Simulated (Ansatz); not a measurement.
## Li₂Se, space group Fm-3m: a calculation of the dielectric tensor and Born charges, step by step

With Ansatz 0.2.0, Python API.

Run as a notebook:

In [1]:
```python
import warnings

import ansatz as az
import numpy as np

XC = "PBE"
KSPACING = 0.4
SMEARING = "fixed"
```

In [2]:
```python
warnings.simplefilter("ignore", az.DeckWarning)
```

In [3]:
```python
lattice = az.Lattice.of(
    [0.0, 3.0025, 3.0025],
    [3.0025, 0.0, 3.0025],
    [3.0025, 3.0025, 0.0],
)
sites = [
    ("Li", [0.25, 0.25, 0.25]),
    ("Li", [0.75, 0.75, 0.75]),
    ("Se", [0.0, 0.0, 0.0]),
]
xtal = az.Crystal(lattice=lattice)
for symbol, position in sites:
    xtal = xtal.atom(symbol, position)
```

In [4]:
```python
len(xtal.resolved().sites)
```
Out [4]:
```text
3
```

In [5]:
```python
# an insulator: whole occupations
calculation = (
    xtal.calculation()
    .functional(XC)
    .basis(17 * az.Ha)
    .kpoints(spacing=KSPACING)
    .occupations(SMEARING)
    .dielectric()
)
result = calculation.run()
response = result.dielectric
eps = np.asarray(response.eps_inf)
```

In [6]:
```python
values = np.linalg.eigvalsh(eps)
print("principal values of eps_inf:", np.round(values, 3))
print("refractive indices:", np.round(np.sqrt(values), 3))
for index, (site, z) in enumerate(zip(result.lattice.sites, response.zstar_e)):
    print("Born charge tensor of", site.symbol, index)
    print(np.round(z, 3) + 0.0)
print(f"charge neutrality missed by {response.zstar_sum_residual_pre_e:.4f} e before the sum rule")
```
```text
principal values of eps_inf: [4.342 4.342 4.342]
refractive indices: [2.084 2.084 2.084]
Born charge tensor of Li 0
[[0.962 0.    0.   ]
 [0.    0.962 0.   ]
 [0.    0.    0.962]]
Born charge tensor of Li 1
[[0.962 0.    0.   ]
 [0.    0.962 0.   ]
 [0.    0.    0.962]]
Born charge tensor of Se 2
[[-1.923  0.     0.   ]
 [ 0.    -1.923  0.   ]
 [ 0.     0.    -1.923]]
charge neutrality missed by 0.0001 e before the sum rule
```

Notes:
- With fixed filling the reported Fermi level is the top filled level among the k-points of the SCF.
- The structure is a deposited one; some such entries were measured under pressure or heat, so a shift against it needn't be the functional's error alone.
- This is the electronic (clamped-ion) response; a semilocal gap that is too small tends to raise it. The typed mesh is that of the SCF; the response is solved on denser meshes that the run picks.
- The whole script took 18 s on 1 thread of AMD EPYC 7B13 (Zen 3) (shared host), peak memory 0.52 GiB.

(Lines on the test bed's own set-up are left out of the output.)
